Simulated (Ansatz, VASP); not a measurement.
## GaCo in VASP and in Ansatz

```
Ga Co
1.0
     0.00000    2.26642    2.26642
     2.26642    0.00000    2.26642
     2.26642    2.26642    0.00000
Ga Co
1 1
Direct
  0.00000 0.00000 0.00000
  0.50000 0.50000 0.50000
```

Alike in both runs: task relaxation of cell and atoms; functional PBE; k mesh 6 × 6 × 6; occupations gaussian, width 0.1 eV; no spin polarisation.

|  | VASP | Ansatz |
| --- | --- | --- |
| version | VASP 6.6.1 | Ansatz 0.2.0 |
| potentials or method | VASP PAW PBE potentials, release 64 (Ga_d, Co) | scalar-relativistic, plane waves, PAW |
| plane-wave cutoff (eV) | 600 | 420 |
| valence electrons in the cell | 22 | 30 |

Ansatz gave:

| Property | Result |
| --- | --- |
| gap on the k mesh at the Fermi level, each at its own relaxed structure (eV) | 0.09 |
| relaxed volume (Å³/atom) | 13.83 |
| relaxed cell length with the largest relative difference (Å) | 3.395 |
| energy change over the relaxation (meV/atom) | -193 |

**Question.** Estimate VASP's values.

**Answer.** gap on the k mesh at the Fermi level, each at its own relaxed structure (eV): 0.09; relaxed volume (Å³/atom): 13.90; relaxed cell length with the largest relative difference (Å): 3.400; energy change over the relaxation (meV/atom): -197.

The two sets of potentials don't hold the same shells in valence.

Caveats: the volume moved by over 15 % at a fixed basis, so the end points are rough (VASP). Spin polarisation is off, so any magnetic state and its effect on volume and gap are missing.
